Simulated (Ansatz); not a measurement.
**Li2S with an S vacancy: do the settings matter for the field gradients?**

Cell: a supercell of Li2S (antifluorite type, Fm-3m) built from a computed structure from the Materials Project (it need not be an observed phase), with all atoms left at the host's positions.

Space group Fm-3m (No. 225); a = 11.3407 Å.

```
site  Wyckoff  site symmetry       x       y       z
 Li1      32f            .3m  0.3750  0.3750  0.3750
 Li4      32f            .3m  0.8750  0.6250  0.6250
 S17      24d           m.mm  0.2500  0.2500  0.0000
 S23       4b           m-3m  0.5000  0.5000  0.5000
```

One atom of each set is listed; the run and its k-mesh use a cell of 23 atoms with edges of 8.02, 8.02, 8.02 Å.

Reference run. Level of theory: DFT, PBE, plane waves and PAW, scalar-relativistic, 420 eV cutoff, Γ-centred 3×3×3 k-points, Fermi–Dirac smearing 0.01 eV, cell charge +2 (Ansatz 0.2.0).

Q: The input is changed as follows: `scf.convergence.dr2_threshold`: not typed → 1e-16; `scf.max_iter`: not typed → 60. What happens to V_zz (10²¹ V/m²) and η?

A: 

```tsv
site	V_zz reference	η reference	V_zz changed	η changed
Li1	-0.031	0.00	-0.031	0.00
Li4	0.28	0.00	0.28	0.00
S17	5.83	0.00	5.83	0.00
```

All printed values agree. Sites without a gradient aren't listed. SCF iterations: 8 and 15. The changed input holds an SCF threshold far outside the usual range, which doesn't reach the result here.

On the reference run: The run isn't spin-polarised, and a state with spin may lie lower. The defect repeats with the cell of 23 atoms, so it feels its images: sites between two images don't show the values beside a lone defect, and zeros or small values of η there can come from the images' arrangement. A uniform background compensates the cell's charge. The defect cell has no gap above 0.1 eV on its mesh, so the values can hang on the smearing and the k-mesh. With these PAW files V_zz is typically within 2 to 3 % of all-electron values, but misses above 10 % occur on Li. The neighbours have not yet relaxed around the defect (largest force 1.2 eV/Å), so a real crystal will differ.
